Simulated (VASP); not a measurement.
Wanted: the native input for a VASP 6.6.1 run.

```
Task                   : single point
Functional             : r2SCAN
Potentials or basis    : VASP PAW PBE potentials, release 64 (Ag, Cl)
Cutoff                 : 520 eV
k mesh                 : 6 × 6 × 4
Occupations            : gaussian, width 0.01 eV
Spin                   : no spin polarisation
Dipole correction      : no
Further INCAR settings : ALGO = Normal; EDIFF = 1e-06; NBANDS = 26
```

Crystal: AgCl.

```xyz
4
Lattice="4.5197 0.0000 0.0000 -2.2599 3.9142 0.0000 0.0000 0.0000 6.0527" Properties=species:S:1:pos:R:3 pbc="T T T"
Ag    0.0000    2.6095   -0.2947
Ag    2.2599    1.3047    2.7317
Cl    0.0000    2.6095    2.5644
Cl    2.2599    1.3047    5.5908
```

The cell was built by a generator and needn't be a form met in nature.

The cell isn't the ideal one: uniaxial_z strain +5.8%.

The input as run:

POSCAR

```
AgCl
1.0
    4.5197411041      0.0000000000      0.0000000000
   -2.2598705520      3.9142106147      0.0000000000
    0.0000000000      0.0000000000      6.0526852290
Ag Cl
2 2
Direct
    0.3333333333      0.6666666667     -0.0486826854
    0.6666666667      0.3333333333      0.4513173146
    0.3333333333      0.6666666667      0.4236826854
    0.6666666667      0.3333333333      0.9236826854
```

INCAR.step1

```
SYSTEM = AgCl
  PREC = Accurate
  ENCUT = 520
  ISMEAR = 0
  SIGMA = 0.01
  LREAL = .False.
  LASPH = .True.
  NELM = 100
  NBANDS = 26
  GGA = PE
  ALGO = Normal
  EDIFF = 1E-4
  LWAVE = .True.
  LCHARG = .False.
```

INCAR.step2

```
SYSTEM = AgCl
  PREC = Accurate
  ENCUT = 520
  EDIFF = 1E-6
  ISMEAR = 0
  SIGMA = 0.01
  LREAL = .False.
  LASPH = .True.
  NELM = 100
  ALGO = Normal
  ISIF = 2
  LWAVE = .False.
  LCHARG = .False.
  METAGGA = R2SCAN
  LMIXTAU = .True.
  NBANDS = 26
  ISTART = 1
```

KPOINTS

```
Automatic mesh
0
Gamma
  6 6 4
  0 0 0
```

Potentials or basis: VASP PAW PBE potentials, release 64 (Ag, Cl).

Launch:

```bash
$ cat potpaw_PBE.64/Ag/POTCAR potpaw_PBE.64/Cl/POTCAR > POTCAR
$ cp INCAR.step1 INCAR
$ mpirun -np 1 vasp_std > vasp.out
$ cp INCAR.step2 INCAR
$ mpirun -np 1 vasp_std > vasp.out
```

It gave:

```
Pressure               : -1.6 GPa
Band gap on the k mesh : 1.71 eV, direct
```

Caveat: the PAW data sets were made with another functional, which shifts forces and pressure a little.

It took 110 s on 1 thread of Intel(R) Xeon(R) Platinum 8488C (Sapphire Rapids), on a shared host, peak memory 0.27 GiB.
